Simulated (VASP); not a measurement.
Runs of VASP 6.6.1 on Cu. The cell holds a slab with vacuum, 9 atoms: a = 2.556 Å, b = 2.556 Å, c = 30.697 Å, α = 90.00°, β = 90.00°, γ = 60.00°. The slab is cut from a database's or a generator's crystal, which needn't be the stable form of the element.

```tsv
level	potentials or basis	further INCAR settings	gap on the mesh (eV)	largest force (eV/Å)
r2SCAN	VASP PAW PBE potentials, release 64 (Cu)	ALGO = Normal; EDIFF = 1e-06	none	0.23
PBEsol	VASP PAW PBE potentials, release 64 (Cu)	ALGO = Fast; EDIFF = 1e-07	none	(b)
RPBE	VASP PAW PBE potentials, release 64 (Cu)	ALGO = Fast; EDIFF = 1e-07	none	0.18
PBE	VASP PAW PBE potentials, release 64 (Cu)	ALGO = Fast; EDIFF = 1e-07	none	0.03
LDA	VASP PAW LDA potentials, release 64 (Cu)	ALGO = Fast; EDIFF = 1e-07	none	(a)
```

Alike in all rows: task work function; no spin polarisation; cell as given; k mesh 12 × 12 × 1; cutoff (eV) 520; smearing gaussian 0.1 eV.

Q: Estimate the missing entries.

A: (a) 0.49; (b) 0.28.

Caveats: the PAW data sets were made with another functional, which shifts forces and pressure a little (some runs).

A k mesh can miss the band edges.

A gap of «none» marks a metal or a gap under the smearing width.

Not every run made on this cell is shown here.
